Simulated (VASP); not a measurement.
# CaSe (I-4m2) in VASP: notebook, part 2 of 2

VASP 6.6.1. The steps go on from the part before.

## 3. Single point, PBEsol

This run uses another cell than the first one, of the same volume but with other edges.

Contents of INCAR:

```
SYSTEM = CaSe
PREC = Accurate
ENCUT = 520
EDIFF = 1E-6
ISMEAR = 0
SIGMA = 0.05
LREAL = .False.
LASPH = .True.
NELM = 100
ALGO = Normal
ISIF = 2
LWAVE = .False.
LCHARG = .True.
GGA = PS
LELF = .True.
LVHAR = .True.
NBANDS = 15
```

Contents of KPOINTS:

```
Automatic mesh
0
Gamma
  8 8 8
  0 0 0
```

Contents of POSCAR:

```
CaSe
1.0
    0.0000000000      3.3930062849      3.1215657821
    3.3930062849      0.0000000000      3.1215657821
    3.3930062849      3.3930062849      0.0000000000
Ca Se
1 1
Direct
    0.0000000000      0.0000000000      0.0000000000
    0.7500000000      0.7500000000      0.7500000000
```

Potentials or basis: VASP PAW PBE potentials, release 64 (Ca_sv, Se).

Started as:

```sh
cat potpaw_PBE.64/Ca_sv/POTCAR potpaw_PBE.64/Se/POTCAR > POTCAR
mpirun -np 1 vasp_std > vasp.out
```

Wall time 48 s (1 thread of Intel Xeon Platinum 8259CL at 2.50GHz (Skylake/Cascade Lake), shared host); peak memory 0.24 GiB.

Results (log left out):

```yaml
Free_energy: -9.4114 eV
Pressure: -1.5 GPa
Band_gap_on_the_k_mesh: 2.89 eV, indirect (least direct gap 3.00 eV)
```

Stress tensor (GPa, compression positive):
```
-1.56  0.00  0.00
 0.00 -1.56  0.00
 0.00  0.00 -1.26
```

Levels at points of the mesh, in eV from the valence-band top:
```tsv
k point	band 6	band 7	band 8	band 9	band 10	band 11
(0.00, 0.00, 0.00)	-0.20	-0.20	-0.11	2.89	5.00	5.40
(0.50, 0.00, 0.00)	-1.32	-0.21	0.00	4.86	5.25	5.31
(0.50, 0.50, 0.00)	-1.22	-0.28	-0.28	3.45	4.77	5.94
(0.50, 0.00, 0.50)	-1.40	-0.08	-0.05	3.32	4.74	5.89
```

Caveat: the PAW data sets were made with another functional, which shifts forces and pressure a little.

## 4. Single point, PBEsol

This run uses another cell than the first one, of the same volume but with other edges.

Contents of INCAR:

```
PREC = Accurate ; ENCUT = 520
EDIFF = 1E-6 ; ISMEAR = 0
SIGMA = 0.05 ; LREAL = False
LASPH = True ; NELM = 100
ALGO = Fast ; ISIF = 2
LWAVE = False ; LCHARG = True
GGA = PS ; LELF = True
LVHAR = True ; NBANDS = 15
```

Contents of KPOINTS:

```
regular mesh
0
Gamma
  8 8 8
```

Contents of POSCAR:

```
CaSe
1.0
    0.0000000000      3.3452110976      3.2114026537
    3.3452110976      0.0000000000      3.2114026537
    3.3452110976      3.3452110976      0.0000000000
Ca Se
1 1
Direct
    0.0000000000      0.0000000000      0.0000000000
    0.7500000000      0.7500000000      0.7500000000
```

Potentials or basis: VASP PAW PBE potentials, release 64 (Ca_sv, Se).

Started as:

```sh
cat potpaw_PBE.64/Ca_sv/POTCAR potpaw_PBE.64/Se/POTCAR > POTCAR
mpirun -np 1 vasp_std > vasp.out
```

OUTCAR:

```text
PREC = Accurate
   ENCUT = 520
   EDIFF = 1E-6
   ISMEAR = 0
   LREAL = False
   LASPH = True
   NELM = 100
   ISIF = 2
   GGA = PS

 ion  position               nearest neighbor table
   1  0.000  0.000  0.000-   2 2.86   2 2.86   2 2.86   2 2.86
   2  0.750  0.750  0.750-   1 2.86   1 2.86   1 2.86   1 2.86

  LATTYP: Found a body centered tetragonal cell.
 ALAT       =     4.7308429032
 C/A-ratio  =     1.3576450199

  Lattice vectors:

 A1 = (   0.0000000000,  -3.3452110976,  -3.2114026537)
[... 612 lines left out ...]
     10       4.5398      0.00000
     11       5.0543      0.00000
     12       5.5503      0.00000
     13       6.0318      0.00000
     14       6.4913      0.00000
     15       7.7841      0.00000

 [... further k-points ...]
[... 5 lines left out ...]
  --------------------------------------------------------------------------------------
  -------------------------------------------------------------------------------------
  Total       -0.6389015     -0.6389015     -0.5512460      0.0000000     -0.0000000      0.0000000
  in kB      -14.2420557    -14.2420557    -12.2880844      0.0000000     -0.0000000      0.0000000
  external PRESSURE =     -13.5907319 kB  Pullay stress =       0.0000000 kB

 VOLUME and BASIS-vectors are now :
 -----------------------------------------------------------------------------
  energy-cutoff  :      520.00
  volume of cell :       71.87
      direct lattice vectors                 reciprocal lattice vectors
     0.000000000  3.345211098  3.211402654    -0.149467398  0.149467398  0.155695207
     3.345211098  0.000000000  3.211402654     0.149467398 -0.149467398  0.155695207
     3.345211098  3.345211098  0.000000000     0.149467398  0.149467398 -0.155695207

 POSITION                                       TOTAL-FORCE (eV/Angst)
 -----------------------------------------------------------------------------------
      0.00000      0.00000      0.00000         0.000000      0.000000      0.000000
      5.01782      5.01782      4.81710        -0.000000     -0.000000     -0.000000
 -----------------------------------------------------------------------------------
    total drift:                               -0.000000     -0.000000     -0.000000

  FREE ENERGIE OF THE ION-ELECTRON SYSTEM (eV)
  ---------------------------------------------------
  free  energy   TOTEN  =        -9.4146305693 eV

  energy  without entropy=       -9.4146305693  energy(sigma->0) =       -9.41463057
```

OSZICAR:

```text
N       E                     dE             d eps       ncg     rms          rms(c)
DAV:   1     0.105705763310E+03    0.10571E+03   -0.71147E+03  1770   0.940E+02
DAV:   2    -0.421153054344E+01   -0.10992E+03   -0.10377E+03  2197   0.228E+02
DAV:   3    -0.948851264660E+01   -0.52770E+01   -0.52304E+01  2525   0.477E+01
DAV:   4    -0.984813719606E+01   -0.35962E+00   -0.35937E+00  2522   0.998E+00
DAV:   5    -0.985145017910E+01   -0.33130E-02   -0.33128E-02  2481   0.115E+00    0.440E+00
RMM:   6    -0.945371711646E+01    0.39773E+00   -0.47449E-01  1820   0.272E+00    0.250E+00
RMM:   7    -0.940947232782E+01    0.44245E-01   -0.31762E-01  2167   0.268E+00    0.971E-01
RMM:   8    -0.941474968040E+01   -0.52774E-02   -0.29590E-02  2173   0.142E+00    0.252E-01
RMM:   9    -0.941377830676E+01    0.97137E-03   -0.91254E-03  2680   0.632E-01    0.152E-01
RMM:  10    -0.941436134895E+01   -0.58304E-03   -0.18632E-03  2745   0.269E-01    0.808E-02
RMM:  11    -0.941456172021E+01   -0.20037E-03   -0.10220E-03  2473   0.162E-01    0.316E-02
RMM:  12    -0.941460487788E+01   -0.43158E-04   -0.45396E-04  2835   0.903E-02    0.119E-02
RMM:  13    -0.941462223704E+01   -0.17359E-04   -0.12194E-04  2824   0.467E-02    0.142E-02
RMM:  14    -0.941462794659E+01   -0.57095E-05   -0.34292E-05  2594   0.220E-02    0.852E-03
RMM:  15    -0.941462990263E+01   -0.19560E-05   -0.10700E-05  2385   0.145E-02    0.411E-03
RMM:  16    -0.941463056930E+01   -0.66667E-06   -0.36990E-06  2141   0.103E-02
   1 F= -.94146306E+01 E0= -.94146306E+01  d E =-.279483E-18
```

Run time: 73 s. Hardware: 1 thread of Intel Xeon Platinum 8259CL at 2.50GHz (Skylake/Cascade Lake), shared host; peak memory 0.24 GiB.

What came out:

```yaml
Free_energy: -9.4146 eV
Pressure: -1.4 GPa
Band_gap_on_the_k_mesh: 2.96 eV, indirect (least direct gap 3.05 eV)
```

Levels at points of the mesh, in eV from the valence-band top:
```csv
k point,band 4,band 5,band 6,band 7,band 8,band 9,band 10,band 11,band 12,band 13
"(0.00, 0.00, 0.00)",-20.07,-10.36,-0.14,-0.14,-0.10,2.96,5.17,5.37,7.19,7.19
"(0.50, 0.00, 0.00)",-20.08,-10.11,-1.27,-0.11,0.00,4.93,5.34,5.38,5.62,6.25
"(0.50, 0.50, 0.00)",-20.09,-10.03,-1.23,-0.15,-0.15,3.45,4.84,6.00,6.01,6.01
"(0.50, 0.00, 0.50)",-20.08,-10.03,-1.31,-0.06,-0.04,3.38,4.83,5.97,6.00,6.02
```

Caveat: the PAW data sets were made with another functional, which shifts forces and pressure a little. Expect the measured gap to be larger: semilocal functionals such as PBEsol lack the derivative discontinuity.

## 5. Single point, PBEsol

This run uses another cell than the first one, of the same volume but with other edges.

Contents of INCAR:

```
PREC = Accurate ; ENCUT = 520
EDIFF = 1E-6 ; ISMEAR = 0
SIGMA = 0.05 ; LREAL = F
LASPH = T ; NELM = 100
ALGO = Fast ; ISIF = 2
LWAVE = F ; LCHARG = F
GGA = PS ; NBANDS = 15
```

KPOINTS is that of step 4.

Contents of POSCAR:

```
CaSe
1.0
    0.0000000000      3.8095717218      2.4762216192
    3.8095717218      0.0000000000      2.4762216192
    3.8095717218      3.8095717218      0.0000000000
Ca Se
1 1
Direct
    0.0000000000      0.0000000000      0.0000000000
    0.7500000000      0.7500000000      0.7500000000
```

Started as:

```sh
cat potpaw_PBE.64/Ca_sv/POTCAR potpaw_PBE.64/Se/POTCAR > POTCAR
mpirun -np 1 vasp_std > vasp.out
```

It took 78 s on 1 thread of Intel Xeon Platinum 8259CL at 2.50GHz (Skylake/Cascade Lake), shared host; peak memory 0.25 GiB.

The run converged. Its results:

* Free energy: -9.3231 eV
* Pressure: -4.5 GPa
* Band gap on the k mesh: 2.11 eV, indirect (least direct gap 2.21 eV)

Stress tensor (GPa, compression positive):
```
-5.25  0.00  0.00
 0.00 -5.25  0.00
 0.00  0.00 -2.92
```

Levels at points of the mesh, in eV from the valence-band top:
```csv
k point,band 6,band 7,band 8,band 9,band 10,band 11
"(0.00, 0.00, 0.00)",-0.43,-0.43,-0.10,2.11,3.56,4.87
"(0.50, 0.00, 0.00)",-1.81,-0.86,-0.32,3.92,4.14,4.64
"(0.50, 0.50, 0.00)",-1.21,-1.21,-0.95,3.57,3.77,5.16
"(0.50, 0.00, 0.50)",-2.14,-0.41,-0.06,3.03,3.73,5.13
```

Caveat: the PAW data sets were made with another functional, which shifts forces and pressure a little. A k mesh can miss the band edges.
